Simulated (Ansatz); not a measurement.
# Stationary points along a deformation path in MoS2

Computed with Ansatz, DFT PBE+D3(BJ), scalar-relativistic, plane waves, PAW. Settings: plane waves to 420 eV, k-mesh 18×18×18 (Γ-centred), Gaussian smearing 0.15 eV. No spin polarisation. Energies are free energies at this smearing, counted from the undisturbed cell; pressure is positive in compression.

The undisturbed cell (relaxed at this level; this form isn't the usual structure):

```
CELL_PARAMETERS angstrom
1.56673 0.90455 5.95890
-1.56673 0.90455 5.95890
0.00000 -1.80910 5.95890
ATOMIC_POSITIONS crystal
Mo 0.00000 0.00000 0.00000
S 0.75633 0.75633 0.75633
S 0.24367 0.24367 0.24367
```

At fixed volume and fractional coordinates, lengths along (0.000, 0.000, 1.000) are scaled against those across it; ρ is that ratio over its starting value. V = 16.890 Å³/atom. Δσ is the stress along the axis less the mean stress across it (compression positive).

| ρ | ΔE (meV/atom) | Δσ (GPa) | space group |
| --- | --- | --- | --- |
| 0.800 | 188.9 | 22.32 | R-3m |
| 0.850 | 103.0 | 17.70 | R-3m |
| 0.920 | 27.0 | 9.31 | R-3m |
| 0.960 | 6.4 | 4.50 | R-3m |
| 1.000 | 0.0 | -0.05 | R-3m |
| 1.050 | 10.7 | -6.46 | R-3m |
| 1.100 | 43.7 | -13.90 | R-3m |
| 1.200 | 175.9 | -29.14 | R-3m |
| 1.300 | 373.9 | -40.42 | R-3m |

Question: How does the stress give the slope of the energy, and where is the energy stationary?

Answer: Along the path d ln(length) is 2/3 d ln ρ on the axis and −1/3 d ln ρ across it, so dE/d ln ρ = −(2/3) V Δσ: the energy falls with ρ where Δσ is positive. Δσ vanishes or changes sign between ρ = 0.960 and 1.000, a minimum (near 1.00 by linear interpolation). Pairs of stationary points between two samples would go unseen, and could change a minimum read from distant neighbours into a maximum.

Question: Integrate that slope from ρ = 1 to 0.850 by the trapezoid rule.

Answer: With V/N in Å³ and 1 eV/Å³ = 160.2 GPa the slopes at ρ = 1.000, 0.960, 0.920, 0.850 are 4, -316, -654, -1244 meV/atom per unit of ln ρ. The steps add 6.4 + 20.6 + 75.1 = 102.1 meV/atom, against 103.0 from the energies; the trapezoid rule misses the curvature of the slope within each step.

Forces appear on the atoms along this scan, and letting them relax would lower the energy and soften the response. In a metal these slopes depend on the k mesh and the smearing.

Cost: 9 runs of about 1.3 core-minutes in all, on AMD EPYC 9R45 (Zen 5) (shared hosts).